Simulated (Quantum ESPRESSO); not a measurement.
# Si (I4_1/amd) in Quantum ESPRESSO: further runs, part 2 of 2

Quantum ESPRESSO 7.5. Earlier steps stand in the parts before.

## Step 3: Relaxation of cell and atoms, PBE+D2

The input, run.py:

```python
import numpy as np
from ase.calculators.espresso import Espresso, EspressoProfile
from ase.io import read

atoms = read('Si.xyz')

input_data = {
    'control': {'calculation': 'scf', 'prefix': 'pwscf', 'outdir': './tmp', 'tprnfor': True, 'tstress': True, 'disk_io': 'low'},
    'system': {'ecutwfc': 36.0, 'nbnd': 9, 'occupations': 'smearing', 'smearing': 'fd', 'degauss': 0.00367493, 'vdw_corr': 'grimme-d2'},
    'electrons': {'conv_thr': 4e-10, 'electron_maxstep': 120, 'mixing_beta': 0.5},
}
pseudopotentials = {'Si': 'Si.upf'}
profile = EspressoProfile(command='pw.x', pseudo_dir='pseudo')
dft = Espresso(profile=profile, input_data=input_data, pseudopotentials=pseudopotentials, kpts=(11, 11, 11), koffset=(0, 0, 0))
atoms.calc = dft

from ase.optimize import LBFGS
from ase.filters import FrechetCellFilter
done = LBFGS(FrechetCellFilter(atoms), trajectory='opt.traj').run(fmax=0.02, steps=30)
print('converged', done)
print('cell (A)', np.round(atoms.cell.cellpar(), 5))
print(f'energy {atoms.get_potential_energy():.8f} eV')
print('forces (eV/A)')
print(np.round(atoms.get_forces(), 6))
print('stress (eV/A^3, Voigt)')
print(np.round(atoms.get_stress(), 8))
print(f'Fermi level {dft.get_fermi_level():.4f} eV')
```

The input, Si.xyz:

```xyz
2
Lattice="-2.3713723045 2.3713723045 1.3292653899 2.3713723045 -2.3713723045 1.3292653899 2.3713723045 2.3713723045 -1.3292653899" Properties=species:S:1:pos:R:3 pbc="T T T"
Si     0.0000000000      0.0000000000      1.3292653899
Si     2.3713723045      0.0000000000      0.6646326950
```

Potentials or basis: PseudoDojo 0.4.1 SR PBE standard.

The run is started by

```
$ OMP_NUM_THREADS=1 python run.py
```

Run time: 2.1 min. Hardware: 1 thread of Arm Neoverse V2, shared host; peak memory 0.09 GiB.

Results (log left out):

| Item | Value |
| --- | --- |
| Free energy | -230.2196 eV |
| Relaxed volume | 14.98 Å³/atom |
| Relaxed cell | a = 3.643 Å, b = 3.643 Å, c = 3.643 Å, α = 97.22°, β = 97.22°, γ = 138.46° |
| Space group after relaxing (to 0.05 Å) | I4_1/amd (No. 141) |
| Energy gained by relaxing | 4.9 meV/atom |
| Ionic steps | 12 |
| Pressure after relaxing | -0.1 GPa |
| Band gap on the k mesh | none (metal or under the smearing width) |

Stress tensor (GPa, compression positive):
```
-0.14  0.00  0.00
 0.00 -0.14  0.00
 0.00  0.00  0.05
```

Step by step:
```tsv
step	energy change (eV)	largest force (eV/Å)	pressure (GPa)	volume (Å³)
1	0.0000	0.0000	0.88	29.90
2	-0.0006	0.0000	0.64	29.95
3	-0.0022	0.0000	-0.47	30.20
4	-0.0027	0.0000	-0.73	30.26
5	0.0570	0.0000	-4.46	31.31
6	-0.0041	0.0000	-0.90	30.29
7	-0.0063	0.0000	-1.22	30.34
8	0.0243	0.0000	-2.06	30.53
9	-0.0083	0.0000	-1.27	30.31
10	-0.0089	0.0000	-1.12	30.26
11	-0.0098	0.0000	-0.36	30.04
12	-0.0099	0.0000	-0.07	29.97
```

Final structure:
```
CELL_PARAMETERS angstrom
-2.40834 2.40834 1.29169
2.40834 -2.40834 1.29169
2.40834 2.40834 -1.29169
ATOMIC_POSITIONS crystal
Si 0.50000 0.50000 0.00000
Si 0.25000 0.75000 0.50000
```

Levels at points of the mesh, in eV from the Fermi level:
| k point | band 1 | band 2 | band 3 | band 4 | band 5 | band 6 | band 7 | band 8 |
| --- | --- | --- | --- | --- | --- | --- | --- | --- |
| (0.00, 0.00, 0.00) | -13.91 | -2.70 | -2.70 | -2.42 | 1.41 | 7.70 | 8.75 | 8.75 |

Caveat: pairwise dispersion overbinds metals, which lowers pressure and volume.

## Step 4: Relaxation of cell and atoms, PBE+D3

Changes to run.py since step 3:

```diff
@@ -8,3 +8,3 @@
     'control': {'calculation': 'scf', 'prefix': 'pwscf', 'outdir': './tmp', 'tprnfor': True, 'tstress': True, 'disk_io': 'low'},
-    'system': {'ecutwfc': 36.0, 'nbnd': 9, 'occupations': 'smearing', 'smearing': 'fd', 'degauss': 0.00367493, 'vdw_corr': 'grimme-d2'},
+    'system': {'ecutwfc': 36.0, 'nbnd': 9, 'occupations': 'smearing', 'smearing': 'fd', 'degauss': 0.00367493, 'vdw_corr': 'grimme-d3', 'dftd3_version': 3},
     'electrons': {'conv_thr': 4e-10, 'electron_maxstep': 120, 'mixing_beta': 0.5},
@@ -16,5 +16,5 @@
 
-from ase.optimize import LBFGS
+from ase.optimize import FIRE
 from ase.filters import FrechetCellFilter
-done = LBFGS(FrechetCellFilter(atoms), trajectory='opt.traj').run(fmax=0.02, steps=30)
+done = FIRE(FrechetCellFilter(atoms), trajectory='opt.traj').run(fmax=0.02, steps=30)
 print('converged', done)
```

Si.xyz is that of step 3.

The run is started by

```
$ OMP_NUM_THREADS=1 python run.py
```

Run time: 4.9 min. Hardware: 1 thread of Arm Neoverse V2, shared host; peak memory 0.09 GiB.

The run converged. Its results:

| Quantity | Value |
| --- | --- |
| Free energy | -230.0090 eV |
| Relaxed volume | 15.12 Å³/atom |
| Relaxed cell | a = 3.653 Å, b = 3.653 Å, c = 3.653 Å, α = 97.24°, β = 97.24°, γ = 138.42° |
| Space group after relaxing (to 0.05 Å) | I4_1/amd (No. 141) |
| Energy gained by relaxing | 5.1 meV/atom |
| Ionic steps | 25 |
| Pressure after relaxing | 0.0 GPa |
| Band gap on the k mesh | none (metal or under the smearing width) |

Stress tensor (GPa, compression positive):
```
-0.04  0.00  0.00
 0.00 -0.04  0.00
 0.00  0.00  0.19
```

The path:
```tsv
step	energy change (eV)	largest force (eV/Å)	pressure (GPa)	volume (Å³)
1	0.0000	0.0000	1.69	29.90
2	-0.0009	0.0000	1.40	29.97
3	-0.0021	0.0000	0.88	30.10
4	-0.0031	0.0000	0.23	30.27
5	-0.0035	0.0000	-0.40	30.43
6	-0.0037	0.0000	-0.83	30.56
7	-0.0037	0.0000	-0.80	30.55
8	-0.0039	0.0000	-0.74	30.53
9	-0.0040	0.0000	-0.65	30.50
10	-0.0043	0.0000	-0.54	30.47
11	-0.0045	0.0000	-0.41	30.43
12	-0.0048	0.0000	-0.27	30.39
13	-0.0051	0.0000	-0.12	30.35
14	-0.0054	0.0000	0.04	30.31
15	-0.0059	0.0000	0.19	30.26
16	-0.0066	0.0000	0.31	30.23
17	-0.0076	0.0000	0.37	30.20
18	-0.0087	0.0000	0.35	30.19
19	-0.0098	0.0000	0.24	30.20
20	-0.0101	0.0000	0.06	30.23
21	-0.0101	0.0000	0.06	30.23
22	-0.0101	0.0000	0.05	30.24
23	-0.0101	0.0000	0.05	30.24
24	-0.0101	0.0000	0.04	30.24
25	-0.0101	0.0000	0.03	30.24
```

Final structure:
```yaml
crystal:
  lattice:
    - [-2.41469, 2.41469, 1.29667]
    - [2.41469, -2.41469, 1.29667]
    - [2.41469, 2.41469, -1.29667]
  atoms:
    - { symbol: Si, position: [0.50000, 0.50000, 0.00000] }
    - { symbol: Si, position: [0.25000, 0.75000, 0.50000] }
```

Levels at points of the mesh, in eV from the Fermi level:
```csv
k point,band 1,band 2,band 3,band 4,band 5,band 6,band 7,band 8,band 9
"(0.00, 0.00, 0.00)",-13.82,-2.67,-2.67,-2.43,1.45,7.68,8.68,8.68,9.92
```

Caveat: pairwise dispersion overbinds metals, which lowers pressure and volume.

## Step 5: Relaxation of cell and atoms, PBE+D3(BJ)

Changes to run.py since step 4:

```diff
@@ -8,3 +8,3 @@
     'control': {'calculation': 'scf', 'prefix': 'pwscf', 'outdir': './tmp', 'tprnfor': True, 'tstress': True, 'disk_io': 'low'},
-    'system': {'ecutwfc': 36.0, 'nbnd': 9, 'occupations': 'smearing', 'smearing': 'fd', 'degauss': 0.00367493, 'vdw_corr': 'grimme-d3', 'dftd3_version': 3},
+    'system': {'ecutwfc': 36.0, 'nbnd': 9, 'occupations': 'smearing', 'smearing': 'fd', 'degauss': 0.00367493, 'vdw_corr': 'grimme-d3', 'dftd3_version': 4},
     'electrons': {'conv_thr': 4e-10, 'electron_maxstep': 120, 'mixing_beta': 0.5},
@@ -16,5 +16,5 @@
 
-from ase.optimize import FIRE
+from ase.optimize import BFGS
 from ase.filters import FrechetCellFilter
-done = FIRE(FrechetCellFilter(atoms), trajectory='opt.traj').run(fmax=0.02, steps=30)
+done = BFGS(FrechetCellFilter(atoms), trajectory='opt.traj').run(fmax=0.02, steps=30)
 print('converged', done)
```

Si.xyz is that of step 4.

The run is started by

```
$ OMP_NUM_THREADS=1 python run.py
```

It took 80 s on 1 thread of Arm Neoverse V2, shared host; peak memory 0.09 GiB.

Results (log left out):

* Free energy: -230.4826 eV
* Relaxed volume: 14.80 Å³/atom
* Relaxed cell: a = 3.626 Å, b = 3.626 Å, c = 3.626 Å, α = 97.25°, β = 97.25°, γ = 138.38°
* Space group after relaxing (to 0.05 Å): I4_1/amd (No. 141)
* Energy gained by relaxing: 5.0 meV/atom
* Ionic steps: 7
* Pressure after relaxing: 0.0 GPa
* Band gap on the k mesh: none (metal or under the smearing width)

Stress tensor (GPa, compression positive):
```
 0.06  0.00  0.00
 0.00  0.06  0.00
 0.00  0.00 -0.21
```

Step by step:
| step | energy change (eV) | largest force (eV/Å) | pressure (GPa) | volume (Å³) |
| --- | --- | --- | --- | --- |
| 1 | 0.0000 | 0.0000 | -0.83 | 29.90 |
| 2 | -0.0005 | 0.0000 | -0.66 | 29.85 |
| 3 | -0.0027 | 0.0000 | 0.77 | 29.45 |
| 4 | -0.0033 | 0.0000 | 0.94 | 29.40 |
| 5 | -0.0080 | 0.0000 | -0.11 | 29.60 |
| 6 | -0.0084 | 0.0000 | 0.14 | 29.58 |
| 7 | -0.0100 | 0.0000 | -0.03 | 29.59 |

Final structure:
```cif
data_structure
_symmetry_space_group_name_H-M 'P 1'
_symmetry_Int_Tables_number 1
_cell_length_a 3.6258
_cell_length_b 3.6258
_cell_length_c 3.6258
_cell_angle_alpha 97.250
_cell_angle_beta 97.250
_cell_angle_gamma 138.383
_cell_volume 29.59
loop_
_atom_site_label
_atom_site_type_symbol
_atom_site_fract_x
_atom_site_fract_y
_atom_site_fract_z
_atom_site_occupancy
Si1 Si 0.50000 0.50000 0.00000 1
Si2 Si 0.25000 0.75000 0.50000 1
```

Levels at points of the mesh, in eV from the Fermi level:
| k point | band 1 | band 2 | band 3 | band 4 | band 5 | band 6 | band 7 | band 8 |
| --- | --- | --- | --- | --- | --- | --- | --- | --- |
| (0.00, 0.00, 0.00) | -14.02 | -2.72 | -2.72 | -2.35 | 1.36 | 7.73 | 8.87 | 8.87 |

Caveat: pairwise dispersion overbinds metals, which lowers pressure and volume.

## Step 6: Relaxation of cell and atoms, PBE+D4

Changes to run.py since step 5:

```diff
@@ -8,3 +8,3 @@
     'control': {'calculation': 'scf', 'prefix': 'pwscf', 'outdir': './tmp', 'tprnfor': True, 'tstress': True, 'disk_io': 'low'},
-    'system': {'ecutwfc': 36.0, 'nbnd': 9, 'occupations': 'smearing', 'smearing': 'fd', 'degauss': 0.00367493, 'vdw_corr': 'grimme-d3', 'dftd3_version': 4},
+    'system': {'ecutwfc': 36.0, 'nbnd': 9, 'occupations': 'smearing', 'smearing': 'fd', 'degauss': 0.00367493},
     'electrons': {'conv_thr': 4e-10, 'electron_maxstep': 120, 'mixing_beta': 0.5},
@@ -14,3 +14,6 @@
 dft = Espresso(profile=profile, input_data=input_data, pseudopotentials=pseudopotentials, kpts=(11, 11, 11), koffset=(0, 0, 0))
-atoms.calc = dft
+from ase.calculators.mixing import SumCalculator
+from dftd4.ase import DFTD4
+d4 = DFTD4(method='pbe')
+atoms.calc = SumCalculator([dft, d4])
 
@@ -27 +30,3 @@
 print(f'Fermi level {dft.get_fermi_level():.4f} eV')
+print(f'D4 part {d4.get_potential_energy(atoms):.8f} eV')
+atoms.write('final.traj')
```

Si.xyz is that of step 5.

Potentials or basis: PseudoDojo 0.4.1 SR PBE standard.

The run is started by

```
$ OMP_NUM_THREADS=1 python run.py
```

Run time: 1.7 min. Hardware: 1 thread of Arm Neoverse V2, shared host; peak memory 0.09 GiB.

Results (log left out):

- Free energy: -230.5574 eV
- Relaxed volume: 14.75 Å³/atom
- Relaxed cell: a = 3.623 Å, b = 3.623 Å, c = 3.623 Å, α = 97.24°, β = 97.24°, γ = 138.40°
- Space group after relaxing (to 0.05 Å): I4_1/amd (No. 141)
- Energy gained by relaxing: 5.2 meV/atom
- Ionic steps: 9
- Pressure after relaxing: 0.1 GPa
- Band gap on the k mesh: none (metal or under the smearing width)
- Dispersion energy per atom: -0.436 eV

Stress tensor (GPa, compression positive):
```
 0.19  0.00  0.00
 0.00  0.19  0.00
 0.00  0.00 -0.05
```

Step by step:
```csv
step,energy change (eV),largest force (eV/Å),pressure (GPa),volume (Å³)
1,0.0000,0.0000,-1.03,29.90
2,-0.0006,0.0000,-0.82,29.84
3,-0.0028,0.0000,0.68,29.42
4,-0.0033,0.0000,0.77,29.39
5,0.1689,0.0000,6.49,28.51
6,-0.0055,0.0000,0.56,29.44
7,-0.0091,0.0000,0.39,29.46
8,0.0079,0.0000,0.28,29.50
9,-0.0104,0.0000,0.11,29.51
```

Final structure:
```
Si
1.0
    -2.39462    2.39462    1.28648
     2.39462   -2.39462    1.28648
     2.39462    2.39462   -1.28648
Si
2
Direct
  0.50000 0.50000 0.00000
  0.25000 0.75000 0.50000
```

Levels at points of the mesh, in eV from the Fermi level:
```tsv
k point	band 1	band 2	band 3	band 4	band 5	band 6	band 7	band 8
(0.00, 0.00, 0.00)	-14.04	-2.73	-2.73	-2.35	1.35	7.74	8.89	8.89
```

Caveat: pairwise dispersion overbinds metals, which lowers pressure and volume.

## Step 7: The runs side by side

```tsv
level	ASE optimiser	dispersion computed by	gap on the mesh (eV)	pressure (GPa)	relaxed volume (Å³/atom)
PBE	BFGS	-	none	0.0	15.32
PBE+D2	LBFGS	-	none	-0.1	14.98
PBE+D3	FIRE	-	none	0.0	15.12
PBE+D3(BJ)	BFGS	-	none	0.0	14.80
PBE+D4	BFGS	dftd4 4.3.1 through ASE	none	0.1	14.75
```

Alike in all rows: task relaxation of cell and atoms; potentials or basis PseudoDojo 0.4.1 SR PBE standard; no spin polarisation; cell relaxed; k mesh 11 × 11 × 11; cutoff (eV) 490; smearing fermi-dirac 0.05 eV.

Caveats: pairwise dispersion overbinds metals, which lowers pressure and volume (some runs).

Absolute energies hang on the potentials; compare differences alone.
